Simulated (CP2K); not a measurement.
The system is Sb.

```
CELL_PARAMETERS angstrom
4.52770 0.00000 0.00000
0.00000 4.42110 0.00000
-1.32052 0.00000 6.36435
ATOMIC_POSITIONS crystal
Sb 0.33993 0.25000 0.68367
Sb 0.93664 0.75000 0.76276
Sb 0.06336 0.25000 0.23724
Sb 0.66007 0.75000 0.31633
```

This isn't the form of Sb at room conditions, which is rhombohedral.

Base run:

* Program: CP2K 2026.2
* Functional: SCAN
* Potentials or basis: POTENTIAL_UZH Sb GTH-SCAN-q5; TZVP-MOLOPT-SCAN-GTH basis
* Density cutoff: 9184 eV
* k mesh: 6 × 6 × 4
* Occupations: fermi-dirac, width 0.05 eV
* Spin: no spin polarisation

Its results: band gap on the k mesh none (metal or under the smearing width); pressure -1.1 GPa; largest force 0.343 eV/Å.

Question: The run is repeated on the same cell with these changes: functional from SCAN to TASK; occupations from fermi-dirac, width 0.05 eV to fermi-dirac, width 0.01 eV. What comes out?

Answer: Band gap on the k mesh none (metal or under the smearing width); pressure 1.0 GPa; largest force 0.747 eV/Å.

Caveats: spin-orbit coupling is left out, which moves the levels of the heavy elements; the basis of atomic orbitals isn't converged, which shifts pressures, moduli and gaps; the potentials were made for another functional, which shifts forces and pressure (some runs).
